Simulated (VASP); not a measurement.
TiO under changes of volume

One of the cells (9.998 Å³/atom); the others are scaled copies at fixed shape and fractional positions:

```
Ti O
1.0
     2.87049    0.00000    0.00000
    -1.43525    2.48592    0.00000
     0.00000    0.00000    5.60437
Ti O
2 2
Direct
  0.66667 0.33333 0.75000
  0.33333 0.66667 0.25000
  0.00000 0.00000 0.50000
  0.00000 0.00000 0.00000
```

The cell comes from a database or a generator and needn't be the stable form of this composition.

```yaml
Program: VASP 6.6.1
Functional: PBEsol
Potentials_or_basis: VASP PAW PBE potentials, release 64 (Ti_sv, O)
Cutoff: 520 eV
k_mesh: 11 × 11 × 5
Occupations: fermi-dirac, width 0.05 eV
Spin: no spin polarisation
```

```csv
volume (Å³/atom),energy over the lowest point (meV/atom),pressure (GPa)
9.214,3.75,5.6
9.410,0.00,0.1
9.606,2.68,-4.9
9.998,24.73,-13.3
10.194,?,?
10.390,65.27,-20.1
```

Question: What does the run at 10.194 Å³/atom give?

Answer: Energy over the lowest point 42.95 meV/atom; pressure -16.9 GPa.

Worked out: A Birch-Murnaghan fit of order 3 (a polynomial in V^(-2/3)) to the other rows has its minimum at 9.42 Å³/atom with B0 = V·E''(V) = 251 GPa and B' = 4.4 at fixed shape and positions, which overstates the stiffness. It gives 42.94 meV/atom at 10.194 Å³/atom, against the run's 42.95, and -dE/dV = -16.6 GPa, against -16.9.

Energies are extrapolated to zero smearing.

Caveats: the PAW data sets were made with another functional, which shifts forces and pressure a little.
